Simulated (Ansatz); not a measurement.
**ZnS: a single-point run**

The task is a single point on ZnS that gives the gradients at the nuclei.

Method: DFT, PBE, plane-wave PAW, default files, scalar-relativistic, in Ansatz 0.2.0.

**1. The structure to begin with**

It takes space group P3m1 (No. 156, trigonal). The conventional cell has a = 3.807 Å, b = 3.807 Å, c = 62.303 Å, α = 90.00°, β = 90.00°, γ = 120.00°. Around Zn (site symmetry 3m) lie 4 S at 2.33 Å. Zn (site symmetry 3m) is surrounded by 4 S at 2.33 to 2.34 Å. Only part of the 40 independent sites is listed.

The input asks for a charge of -4 e on the cell.

Coordinates:

```
CELL_PARAMETERS angstrom
3.80671 0.00000 0.00000
-1.90335 3.29671 0.00000
0.00000 0.00000 62.30256
ATOMIC_POSITIONS crystal
Zn 0.00000 0.00000 0.65005
Zn 0.00000 0.00000 0.05002
Zn 0.66667 0.33333 0.60001
Zn 0.33333 0.66667 0.80006
Zn 0.66667 0.33333 0.30002
Zn 0.33333 0.66667 0.95001
Zn 0.33333 0.66667 0.50002
Zn 0.33333 0.66667 0.35005
Zn 0.33333 0.66667 0.10004
Zn 0.66667 0.33333 0.90000
Zn 0.00000 0.00000 0.55000
Zn 0.66667 0.33333 0.00004
Zn 0.66667 0.33333 0.45002
Zn 0.00000 0.00000 0.40004
Zn 0.66667 0.33333 0.15003
Zn 0.00000 0.00000 0.85004
Zn 0.00000 0.00000 0.20003
Zn 0.33333 0.66667 0.70002
Zn 0.66667 0.33333 0.75003
Zn 0.33333 0.66667 0.25001
S 0.66667 0.33333 0.33752
S 0.00000 0.00000 0.68748
S 0.33333 0.66667 0.83748
S 0.33333 0.66667 0.28744
S 0.00000 0.00000 0.23748
S 0.66667 0.33333 0.03746
S 0.33333 0.66667 0.38749
S 0.00000 0.00000 0.08748
S 0.00000 0.00000 0.88747
S 0.33333 0.66667 0.98750
S 0.66667 0.33333 0.48746
S 0.33333 0.66667 0.73744
S 0.33333 0.66667 0.53746
S 0.66667 0.33333 0.78751
S 0.66667 0.33333 0.63750
S 0.00000 0.00000 0.58742
S 0.33333 0.66667 0.13749
S 0.66667 0.33333 0.93742
S 0.00000 0.00000 0.43748
S 0.66667 0.33333 0.18748
```

**2. Running it**

The input, input.yaml:

```yaml
crystal:
  lattice:
    - [3.8067088571, 0.0, 0.0]
    - [-1.9033544286, 3.2967065751, 0.0]
    - [0.0, 0.0, 62.30255671]
  atoms:
    - { symbol: Zn, position: [0.0, 0.0, 0.65005001] }
    - { symbol: Zn, position: [0.0, 0.0, 0.05002253] }
    - { symbol: Zn, position: [0.6666666667, 0.3333333333, 0.60001471] }
    - { symbol: Zn, position: [0.3333333333, 0.6666666667, 0.80005691] }
    - { symbol: Zn, position: [0.6666666667, 0.3333333333, 0.30002099] }
    - { symbol: Zn, position: [0.3333333333, 0.6666666667, 0.95001471] }
    - { symbol: Zn, position: [0.3333333333, 0.6666666667, 0.50001811] }
    - { symbol: Zn, position: [0.3333333333, 0.6666666667, 0.35005335] }
    - { symbol: Zn, position: [0.3333333333, 0.6666666667, 0.10004117] }
    - { symbol: Zn, position: [0.6666666667, 0.3333333333, 0.89999962] }
    - { symbol: Zn, position: [0.0, 0.0, 0.55000473] }
    - { symbol: Zn, position: [0.6666666667, 0.3333333333, 3.749e-05] }
    - { symbol: Zn, position: [0.6666666667, 0.3333333333, 0.45001736] }
    - { symbol: Zn, position: [0.0, 0.0, 0.40003521] }
    - { symbol: Zn, position: [0.6666666667, 0.3333333333, 0.15002924] }
    - { symbol: Zn, position: [0.0, 0.0, 0.85003509] }
    - { symbol: Zn, position: [0.0, 0.0, 0.20002785] }
    - { symbol: Zn, position: [0.3333333333, 0.6666666667, 0.70001932] }
    - { symbol: Zn, position: [0.6666666667, 0.3333333333, 0.75002794] }
    - { symbol: Zn, position: [0.3333333333, 0.6666666667, 0.25001378] }
    - { symbol: S, position: [0.6666666667, 0.3333333333, 0.33751631] }
    - { symbol: S, position: [0.0, 0.0, 0.6874764] }
    - { symbol: S, position: [0.3333333333, 0.6666666667, 0.83748474] }
    - { symbol: S, position: [0.3333333333, 0.6666666667, 0.28743651] }
    - { symbol: S, position: [0.0, 0.0, 0.23747583] }
    - { symbol: S, position: [0.6666666667, 0.3333333333, 0.03746486] }
    - { symbol: S, position: [0.3333333333, 0.6666666667, 0.38748744] }
    - { symbol: S, position: [0.0, 0.0, 0.08747985] }
    - { symbol: S, position: [0.0, 0.0, 0.88746993] }
    - { symbol: S, position: [0.3333333333, 0.6666666667, 0.98750243] }
    - { symbol: S, position: [0.6666666667, 0.3333333333, 0.48746458] }
    - { symbol: S, position: [0.3333333333, 0.6666666667, 0.73743501] }
    - { symbol: S, position: [0.3333333333, 0.6666666667, 0.53746498] }
    - { symbol: S, position: [0.6666666667, 0.3333333333, 0.78751129] }
    - { symbol: S, position: [0.6666666667, 0.3333333333, 0.63750327] }
    - { symbol: S, position: [0.0, 0.0, 0.58742362] }
    - { symbol: S, position: [0.3333333333, 0.6666666667, 0.13748779] }
    - { symbol: S, position: [0.6666666667, 0.3333333333, 0.9374193] }
    - { symbol: S, position: [0.0, 0.0, 0.43747812] }
    - { symbol: S, position: [0.6666666667, 0.3333333333, 0.18747962] }
kpoints:
  mp_grid: { grid: [8, 8, 1] }
scf:
  occupations: { method: fermi_dirac, width: 0.02 }
  max_iter: 80
hamiltonian:
  xc: pbe
  pseudopotentials: { kind: paw }
output:
  forces: true
  stress: true
  populations: true
  efg:
    quadrupole_moments_barn: { Zn: 0.122, S: -0.0694 }
    contact_densities: true
total_charge: -4
```

Run with:

```console
$ ansatz run input.yaml --threads 1 --pin off --max-ram 3072MiB --backend cpu --events-out ev --progress --plain --runs-dir out
```

Q: Will this input give a usable result? If not, why, and what should change?

The run converged and reported no error. Convergence says nothing about whether the input makes sense.

The suspect setting: total_charge is -4. The typed charge changes the electron count, so this is no longer the system that was meant.

The test: delete total_charge (the default then holds).
